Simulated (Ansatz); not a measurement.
HfO2 (P2_1/c): refractive index against wavelength

The refractive index of HfO2 (P2_1/c) along x below the direct gap (4.25 eV on the mesh) is read from one computed spectrum, n = √(Re ε). x, y and z are the Cartesian axes of the input cell.

Symmetry: P2_1/c, No. 14, monoclinic system. The conventional cell has a = 5.118 Å, b = 5.186 Å, c = 5.284 Å, α = 90.00°, β = 99.35°, γ = 90.00°. Hf on site e is surrounded by 7 O at 2.03 to 2.25 Å. Around O on site e lie 3 Hf at 2.03 to 2.12 Å. O on site e is surrounded by 4 Hf at 2.14 to 2.25 Å.

Method: Ansatz 0.2.0, PBE, independent particles, k-mesh 4×4×4 with interpolation inside its cells, Gaussian parameter 0.1 eV.

Launch of the response step: `ansatz run input.yaml --threads 8 --pin off --max-ram 16384MiB --backend cpu --events-out ev --progress --plain --runs-dir out`. The run took 78 s, on 8 threads of Arm Neoverse V1, with other jobs on the host.

```
wavelength (nm)  photon energy E (eV)       n
           1310                 0.946  2.2797
           1064                 1.165  2.2859
            850                 1.459       ?
            700                 1.771  2.3111
            633                 1.959  2.3215
            532                 2.331  2.3464
            450                 2.755  2.3831
```

In the single-oscillator model n² − 1 = E₀E_d/(E₀² − E²), so 1/(n² − 1) = E₀/E_d − E²/(E₀E_d) is linear in E².

Working, on the rows shown:

| x = E² (eV²) | y = 1/(n² − 1) |
| --- | --- |
| 0.895757 | 0.238264 |
| 1.35784 | 0.236667 |
| 3.13716 | 0.230352 |
| 3.83641 | 0.227824 |
| 5.43137 | 0.221946 |
| 7.59115 | 0.213713 |

Means: x̄ = 3.7083, ȳ = 0.22813. Σ(x − x̄)(y − ȳ) = -0.1165, Σ(x − x̄)² = 31.82. Slope = -0.1165 / 31.82 = -0.003661; intercept = ȳ − slope · x̄ = 0.2417. Turned back into n, the line misses the rows shown by at most 0.00091.

Q: Fill in the last column of the withheld row.

A: At x = 2.1276 the line gives y = 0.23391, that is 2.2968. The run gave 2.2966, so the interpolation is off by 0.00015, 0.1 % of the range in the table.

Refitted with all rows, the slope is -0.003663 and the intercept 0.24171. These give E₀ = √(intercept/−slope) = 8.12 eV and E_d = E₀/intercept = 33.6 eV; E₀ is 1.9 times the direct gap. The electronic limit at long wavelengths, without lattice vibrations, is n = √(1 + 1/intercept) = 2.267. The cell comes from an older database entry, whose edges can be off by a per cent or so. Excitons are left out and so are local fields; PBE gaps are as a rule too small. Spin-orbit coupling is left out.

[Logs are printed without paths, hosts, clocks, repeated set-up lines and the standing remarks that a program may print on its own settings, such as how far it seeks lower states.]
